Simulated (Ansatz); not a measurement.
Structure from Materials Project entry mp-1056702 (possibly hypothetical), not relaxed further.

Input and log of a run on Mg: DFT, PBE, all-electron LAPW, scalar-relativistic (Ansatz 0.2.0).

Command: `ansatz run input.yaml --threads 1 --pin off --max-ram 3072MiB --backend cpu --events-out ev --progress --plain --runs-dir out` The run took 4.2 s on 1 thread of Arm Neoverse V2, on a shared host, peak memory 0.22 GiB.

```yaml
crystal:
  lattice:
    - [0.0, 2.244256, 2.244256]
    - [2.244256, 0.0, 2.244256]
    - [2.244256, 2.244256, 0.0]
  atoms:
    - { symbol: Mg, position: [0.0, 0.0, 0.0] }
kpoints:
  mp_grid: { grid: [16, 16, 16] }
  band_path:
    path:
      - [0.0, 0.0, 0.0]
      - [0.5, 0.0, 0.5]
      - [0.625, 0.25, 0.625]
      - [0.375, 0.375, 0.75]
      - [0.0, 0.0, 0.0]
      - [0.5, 0.5, 0.5]
      - [0.5, 0.25, 0.75]
      - [0.5, 0.0, 0.5]
    npoints: 14
scf:
  occupations: { method: fermi_dirac, width: 0.03 }
hamiltonian:
  xc: pbe
  pseudopotentials: { kind: all_electron, lapw: { basis_error: 0.001 } }
output:
  forces: true
  stress: true
  eigenvalues: true
  fatbands: true
  populations: true
  dos: { projected: true, de: 0.2, e_range: [-14, 8] }
```

What the program printed:

```
Mg: projections on atomic orbitals take those of the free atom 1s2 2s2 2p6 3s2, of charge +0.00 (hamiltonian.pseudopotentials.projection_atoms)
LAPW: plane waves up to 5.284 Å⁻¹, error target 1.0e-3 eV per atom; small_component_spin mean_spin; Mg in spheres of 1.587 Å, 10 of its electrons in bands, Dirac shells []
Engine: ansatz 0.2.0
Pseudopotentials: kind: all_electron
Pseudopotential: Mg, LAPW, valence charge 10, Koelling and Harmon's equation, gaussian nucleus
Functional definition: PBE
  parameter kappa = 0.804
  parameter beta = 0.06672455060314922
  exchange = pbe_x(kappa = kappa, mu = beta*pi^2/3)
  correlation = pbe_c(beta = beta)
Crystal: 1 atoms, lattice volume = 22.607 Å³
Basis set: ecut = 106.35737157070056 eV, 59 PW (Γ), exchange–correlation at level 2
Bands: 9, of which v1, the nominal top of the filled ones, is band 5 counted from 1 (4 counted from 0)
Symmetry: 48 space group operations
Space group: Fm-3m (ITA 225), of the structure as read, at distance tolerance 2.8e-5 Å
k-points: 145 of 4096
Non-local potential: Mg, projectors of the file, none
Initial density: superposition of atomic densities (chi_scale 0.1, normalization cell)
Initial wavefunctions: plane waves of lowest kinetic energy (no species holds an atomic orbital)
Functional: x = pbe(κ = 0.804, μ = 0.2195149727645171), c = pbe(β = 0.06672455060314922)
iter 1 solved again at ethr=9.12e-5 eV; its pass at ethr=1.00e-1 eV (dr2=9.12e-3 eV) is discarded
SCF iter   1: F=—  HF=-5451.379395 eV  |F-HF|=—  |Δ(HF+E_count)|=         —  Δρ=7.00e-3  dr2=9.10e-3  ethr=9.12e-5  ⟨swp⟩=3.4  Hψ=10409  notcnv=0
preconditioner: auto → none  [metal: Δε(μ)=0.036 eV  Ē_g=9.999 eV  σ=0.030 eV  W_gap=0.28  n_scr=0 (ndim 8)  ℏωp=11.0 eV  f_vac=0.000  D(μ)=0.71/eV (n_scr^D=0)]
SCF iter   2: F=—  HF=-5451.373529 eV  |F-HF|=—  |Δ(HF+E_count)|=   5.87e-3  Δρ=3.41e-3  dr2=2.09e-3  ethr=9.10e-5  ⟨swp⟩=2.0  Hψ=3782  notcnv=0
iter 3 solved again at ethr=3.09e-8 eV; its pass at ethr=2.09e-5 eV (dr2=3.09e-6 eV) is discarded
SCF iter   3: F=—  HF=-5451.372210 eV  |F-HF|=—  |Δ(HF+E_count)|=   1.32e-3  Δρ=1.31e-4  dr2=3.10e-6  ethr=3.09e-8  ⟨swp⟩=2.4  Hψ=6619  notcnv=0
SCF iter   4: F=—  HF=-5451.372172 eV  |F-HF|=—  |Δ(HF+E_count)|=   3.81e-5  Δρ=5.57e-5  dr2=7.90e-7  ethr=3.09e-8  ⟨swp⟩=2.0  Hψ=3740  notcnv=0
SCF iter   5: F=-5451.372172 eV  HF=-5451.372172 eV  |F-HF|=3.21e-9  |Δ(HF+E_count)|=   3.22e-7  Δρ=3.43e-6  dr2=1.85e-9  ethr=7.90e-9  ⟨swp⟩=2.0  Hψ=3740  notcnv=0
SCF 1 converged in 5 iterations: F = -5451.372172 eV  dr2 = 1.85e-9
NSCF: frozen V_eff on 99 k-points
SCF converged after 5 iterations
Free energy (F): -5451.372172 eV
Harris-Foulkes:  -5451.372172 eV  (|F-HF|=3.21e-9)
Internal energy: -5451.370294 eV  (E = F + TS)
E sigma→0 (E₀):  -5451.371233 eV
Entropy (-TS):   -0.001879 eV (-1.879 meV/atom)
Fermi energy:    5.491088 eV
--- Per-component energies (eV) ---
  E_band       = -358.663043
  E_kinetic    = 5459.085215
  E_xc         = -447.639804
  E_electrostatic = -10462.815704  (all electrons and nuclei)
  E_smearing   = -0.001879  (= −TS)
  E_closure    = 0.000000  (closes the sum)
  E_atoms      = -5449.889430  (free atoms, spherical and without spin; not in F)
  Σ components = -5451.372172   (vs F -5451.372172, Δ=0.00e0)
  Basis errors (estimates in eV, not in F): energy 2.5e-4 per atom: plane waves 2.4e-4 (1.2e-4 summed), levels above the bands 1.3e-146, relativity 1.1e-8, radial functions 5.7e-6, core shells 1.7e-16; eigenvalues (radial functions only) 4.8e-5; not estimated: angular momenta, meshes, grids; target (lapw.basis_error) 1.0e-3; muffin-tin radii Mg 1.587 Å
--- Forces (eV/Å), atoms counted from 1 ---
  atom   1  Mg    -0.00000000    -0.00000000    -0.00000000
  max |Σ_I F_I| component: 5.14e-33 eV/Å
--- Stress (GPa, compression-positive) ---
        0.825918      -0.000000       0.000000
       -0.000000       0.825918      -0.000000
        0.000000      -0.000000       0.825918
  P = ⅓ Tr σ = 0.8259 GPa (8.259 kbar)
--- Band table (eV; the first three rows and the last of 145) ---
  k-point 0: bands = ["-70.4582", "-37.1970", "-37.1970", "-37.1970", "-1.4817", "17.9557", "17.9557", "17.9557", "19.9796"]
  k-point 1: bands = ["-70.4581", "-37.1983", "-37.1972", "-37.1972", "-1.3937", "16.5563", "17.7552", "17.7552", "19.9760"]
  k-point 2: bands = ["-70.4578", "-37.2020", "-37.1977", "-37.1977", "-1.1301", "14.4918", "17.3787", "17.3787", "19.6976"]
  k-point 144: bands = ["-70.4541", "-37.2195", "-37.2195", "-37.2100", "6.9595", "6.9595", "7.4794", "9.1197", "20.6514"]
--- Löwdin populations: 1 site ---
  site symbol       q [e]
     0     Mg     11.4751
  spilling = 0.043739 (of n_electrons = 12.000000)
```
